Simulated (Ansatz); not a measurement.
Au, 7 atoms in the cell. The cell holds a slab with vacuum, 7 atoms: a = 2.823 Å, b = 2.920 Å, c = 29.680 Å, α = 90.00°, β = 90.00°, γ = 118.91°. The slab is cut from a database's or a generator's crystal, which needn't be the stable form of the element. The cell isn't the ideal one: the (0 0 1) slab of Au, cut from the database cell, not relaxed.

| Quantity | Value |
| --- | --- |
| Program | Ansatz 0.2.0 |
| Task | single point |
| Functional | PBE |
| Potentials or basis | Ansatz PAW |
| Cutoff | 420 eV (not typed: the program's choice for these potentials) |
| k mesh | 11 × 11 × 1 |
| Occupations | fermi-dirac, width 0.05 eV |
| Spin | no spin polarisation |
| Boundary along the surface normal | dipole_correction |
| Miller | [0, 0, 1] |
| Bulk formula | Au |

Potentials or basis: Ansatz PAW.

Run with:

```console
$ ansatz run input.yaml --threads 4 --pin off --max-ram 11264MiB --backend cpu --events-out ev --progress --plain --runs-dir out
```

Hardware: 4 threads of Intel(R) Xeon(R) 6975P-C (Granite Rapids) (shared host).

Q: Estimate the wall time of this run.

A: Run time: 6.5 s on 4 threads of Intel(R) Xeon(R) 6975P-C (Granite Rapids) (shared host), peak memory 0.91 GiB. Counts: scf iterations 8, plane waves 4179, k points 36, bands 80.
